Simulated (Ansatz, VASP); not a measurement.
# LiF in VASP and in Ansatz

The input POSCAR:

```
LiF
1.0
    0.0273371784      2.1477136272      2.1477136272
    2.1477136272      0.0273371784      2.1477136272
    2.1477136272      2.1477136272      0.0273371784
Li F
1 1
Direct
    0.0012742171      0.0012742171      0.0012742171
    0.2487257829      0.2487257829      0.2487257829
```

The input INCAR.step1:

```
SYSTEM = LiF
PREC = Accurate ; ENCUT = 520
ISMEAR = 0 ; SIGMA = 0.01
LREAL = .FALSE. ; LASPH = .TRUE.
NELM = 60 ; NBANDS = 12
GGA = PE ; ALGO = Normal
EDIFF = 1E-4 ; LWAVE = .TRUE.
LCHARG = .FALSE.
```

File INCAR.step2:

```
SYSTEM = LiF
PREC = Accurate ; ENCUT = 520
EDIFF = 1E-6 ; ISMEAR = 0
SIGMA = 0.01 ; LREAL = .FALSE.
LASPH = .TRUE. ; NELM = 60
ALGO = Normal ; ISIF = 2
LWAVE = .FALSE. ; LCHARG = .TRUE.
METAGGA = R2SCAN ; LMIXTAU = .TRUE.
LELF = .TRUE. ; LVHAR = .TRUE.
NBANDS = 12 ; ISTART = 1
```

The input KPOINTS:

```
regular mesh
0
G
  10 10 10
  0 0 0
```

Input for Ansatz:

```yaml
crystal:
  lattice:
    - [0.0273371784, 2.1477136272, 2.1477136272]
    - [2.1477136272, 0.0273371784, 2.1477136272]
    - [2.1477136272, 2.1477136272, 0.0273371784]
  atoms:
    - { symbol: Li, position: [0.0012742171, 0.0012742171, 0.0012742171] }
    - { symbol: F, position: [0.2487257829, 0.2487257829, 0.2487257829] }
kpoints:
  mp_grid: { grid: [10, 10, 10] }
  band_path:
    path:
      - [0.0, 0.0, 0.0]
      - [-0.5, -0.5, 0.0]
      - [-0.375, -0.375, 0.25]
      - [-0.375, 0.0, 0.375]
      - [0.0, 0.0, 0.5]
      - [-0.5, -0.25, 0.25]
    npoints: 1
hamiltonian:
  xc: r2scan
scf:
  occupations: { method: fixed }
  n_extra_bands: 4
output:
  forces: true
  stress: true
  eigenvalues: true
  write_density: true
  write_potential: true
  elf: true
  volumetric_format: npy
```

Change from the starting cell: epitaxial_111 strain -1.1%.

Alike in both runs: task single point; functional r2SCAN; k mesh 10 × 10 × 10; no spin polarisation.

```csv
,VASP,Ansatz
version,VASP 6.6.1,Ansatz 0.2.0
potentials or method,"VASP PAW PBE potentials, release 64 (Li_sv, F)","plane waves, PAW"
plane-wave cutoff (eV),520,500
occupations,"gaussian, width 0.01 eV",fixed
valence electrons in the cell,10,10
```

Ansatz gave:

| Item | Value |
| --- | --- |
| gap on the k mesh at the Fermi level (eV) | 8.72 |
| rms of the force components (eV/Å) | 0.002 |

Which values does VASP return?

gap on the k mesh at the Fermi level (eV): 8.81; rms of the force components (eV/Å): 0.020.

Atom by atom the forces differ by 0.017 eV/Å (rms over components).

Caveats: the PAW data sets were made with another functional, which shifts forces and pressure a little (VASP). A k mesh can miss the band edges.
